Question

I have these results for cubic aluminium nitride in the zincblende structure, squeezed and stretched evenly in all directions.

Density functional calculations with Ansatz 0.2.0 for zincblende AlN (2-atom cell, fixed atoms): PBEsol without dispersion correction or spin polarization, scalar-relativistic PAW, plane-wave cutoff 420 eV, 10×10×10 k mesh, Gaussian smearing of 0.02 eV. Energies are relative to the elements' standard crystals or gases in the same functional.

```
volume (Å³/atom)  shortest distance (Å)  energy over elements (eV/atom)  pressure (GPa)
           9.319                  1.822                          -1.348          29.670
           9.494                  1.834                          -1.377          24.130
           9.642                  1.843                          -1.397          19.770
          10.055                  1.869                          -1.434           9.140
          10.299                  1.884                          -1.444           3.740
          10.772                  1.913                          -1.441          -5.100
          11.387                  1.948                          -1.404         -14.040
```

The pressure is positive where the cell pushes outwards. I would like to understand seven things:

1. The cell at 10.299 Å³/atom has the lowest energy. Is it the equilibrium cell?
2. If not, where is equilibrium, and how sharply do these rows fix it?
3. Near the bottom of the curve, should I trust the energy or the pressure?
4. Does stretching cost as much energy as squeezing?
5. Can I use one bulk modulus for the whole range, and would boron in place of aluminium change it?
6. What does squeezing do to the band gap?
7. Is the cell at 29.67 GPa what I would find in a press at that pressure?

Answer

1. No, it is only the sampled cell closest to equilibrium. Pressure is the downhill slope of the energy E with volume V:

p = −dE/dV

At the true minimum the slope is zero, but this cell still pushes outwards with 3.74 GPa. The next larger cell pulls inwards with 5.10 GPa, so the minimum lies between the two.

2. The shape of the pressure curve sets limits on both sides. From row to row the pressure falls ever more gently, so the curve sags below a straight line drawn between two of its points. The line across the change of sign therefore reaches zero too late and gives an upper limit:

V < 10.299 + 0.473 × 3.74 / (3.74 + 5.10) = 10.50 Å³/atom

Here 0.473 Å³/atom is the volume step between the two cells. The line through the cells at 10.055 and 10.299 Å³/atom, extended to larger volume, runs below the curve and reaches zero too early. It gives the lower limit:

slope = (9.14 − 3.74) / (10.299 − 10.055) = 22.1 GPa per Å³/atom
V > 10.299 + 3.74 / 22.1 = 10.47 Å³/atom

In this structure the Al–N distance is (√3/2)V^(1/3), with V per atom, which gives about 1.895 Å. The limits are only 0.3 % apart in volume, but they enclose the minimum of this computed curve, not that of a real crystal. Another common density functional can move the minimum by a percent or more, and the motion of the atoms, absent here, would enlarge the cell slightly.

3. With energies printed to three decimals, trust the pressure. Close to a minimum the energy changes with the square of the distance from it, while the pressure changes in direct proportion. The two cells on either side of equilibrium differ by only 0.003 eV/atom, and rounding alone can shift that difference by 0.001. Their pressures have opposite signs and leave no doubt. The weakness lies in the rounding, not in the energy itself: a curve fitted through unrounded energies should place the minimum at the same volume. Between all neighbouring rows the energy slope agrees with the mean pressure within the rounding of the energies, so the two columns describe the same curve; the printed output below lists the comparison. Such a check is worth making, because too low a wave cutoff can shift the computed pressure away from the energy slope.

4. No, squeezing costs more. The cell at 9.642 Å³/atom lies slightly closer in volume to equilibrium than the one at 11.387 Å³/atom, yet its energy is higher by 0.007 eV/atom. The well is steeper on the compressed side.

Two limits explain why. If the atoms are pulled far apart, the bonds weaken and the inward pull must finally die away. If they are pushed together, the electron clouds overlap, and the Pauli principle forces electrons into states of higher kinetic energy; this repulsion grows without end. Near equilibrium the two effects balance, but the repulsion changes faster with distance. The table shows the lopsided well, while its division into attraction and repulsion is an argument from theory.

5. Not for the whole range. The bulk modulus K measures the pressure needed for a given relative change of volume, and between two neighbouring rows it is

K = −Δp / Δ(ln V)

It rises from 161 GPa for the two largest cells to 298 GPa for the two smallest, although the bond length differs by only 7 % between the ends of the series. The cause is the one behind the lopsided well: each further step of compression meets a steeper repulsion. For small strains about equilibrium, the value of 197 GPa from the two cells around zero pressure is the nearest of these, and slightly low, because the middle of that interval lies on the stretched side of equilibrium.

Boron would make the crystal much stiffer. Its core is smaller, so the bonds to nitrogen are shorter and stronger, and more of them share the load in a given volume.

6. It widens the gap, but how much depends on which gap you mean. The same calculations give an indirect gap, from the valence top at the zone centre to a conduction state at the zone boundary point X. From the largest cell to the smallest it widens by only 0.09 eV. The smallest direct gap, in which the electron keeps its wave vector, widens by 1.77 eV.

Theory explains the contrast by the character of the conduction states. For the cells at 9.319, 9.642 and 10.055 Å³/atom the outputs list band levels by wave vector, and these place the smallest direct gap at the zone centre. In the other four cells the gap follows the same smooth trend, so it is expected to lie at the zone centre there too. The lowest conduction state at the zone centre is an antibonding combination of s orbitals on aluminium and nitrogen. Were the atoms far apart, the bonding and antibonding levels would be just the separate s levels of nitrogen and aluminium; as the bond shortens, the growing overlap drives them further apart and the antibonding one rises steeply. At X this effect is missing: the wave has one sign on two of an atom's four neighbours and the opposite sign on the other two, so the overlap between s orbitals cancels. Mixing of s with p orbitals remains and also grows as the bond shortens, so this argument removes one upward push but does not by itself explain why the indirect gap stays almost constant; higher empty states of d-like character are expected to press the state at X down, which these outputs cannot confirm. The near constancy is a result of the calculations, in which the state at X moves almost in step with the valence top.

Weak optical absorption can start at the indirect gap with the help of lattice vibrations, while strong absorption sets in near the smallest direct gap, which responds far more to even squeezing. Functionals of this kind make gaps too small, so the changes deserve more trust than the absolute values.

7. Probably not. The calculation keeps the zincblende arrangement at every volume, and the symmetry of that arrangement makes the force on each atom vanish however hard the cell is squeezed. Zero forces therefore do not show that the structure is stable. Even at ambient pressure the stable form of aluminium nitride is wurtzite, and at high pressure it is the denser rocksalt structure.

Leaving temperature aside, the stable structure at a given pressure is the one with the lowest enthalpy:

H = E + pV

At low pressure the energy dominates and favours the structure with the best bonds. At high pressure the second term dominates and favours the one that takes up the least room, even if its bonds are poorer. So use the compressed rows for zincblende that is squeezed evenly and keeps its structure; before reading any of them as the outcome of a pressing step, compute wurtzite and rocksalt at the same pressure and compare enthalpies. Even then, a barrier between the structures can keep zincblende from changing.

Numerical output:

```
Each row with the row before it:
     row  pressure from energy slope GPa  mean printed pressure GPa  largest rounding error of slope GPa  bulk modulus GPa
   9.494                           26.55                       26.9                               0.9155             297.8
   9.642                           21.65                      21.95                                1.083             281.9
  10.055                           14.35                      14.46                               0.3879             253.4
  10.299                           6.566                       6.44                               0.6566             225.2
  10.772                          -1.016                      -0.68                               0.3387             196.9
  11.387                          -9.639                      -9.57                               0.2605               161
Zero-pressure volume, lower bound, Å³/atom: 10.47
Zero-pressure volume, upper bound, Å³/atom: 10.5
Al-N distance at lower bound, Å: 1.894
Al-N distance at upper bound, Å: 1.896
Volume increase from smallest to largest cell, percent: 22.19
Bond length increase from smallest to largest cell, percent: 6.915
Ratio of largest to smallest bulk modulus between neighbours: 1.849
Third row, distance below equilibrium volume at most, Å³/atom: 0.8571
Largest cell, distance above equilibrium volume at least, Å³/atom: 0.8879
Energy of third row above largest cell, eV/atom: 0.007
Gaps:
     row  indirect gap eV  smallest direct gap eV  direct less indirect eV
   9.319            3.241                    5.13                    1.889
   9.494            3.234                   4.955                    1.721
   9.642            3.228                   4.811                    1.583
  10.055            3.213                   4.431                    1.218
  10.299            3.201                   4.217                    1.016
  10.772            3.178                   3.827                    0.649
  11.387            3.148                   3.361                    0.213
Fall of indirect gap over the series, eV: 0.093
Fall of smallest direct gap over the series, eV: 1.769
```
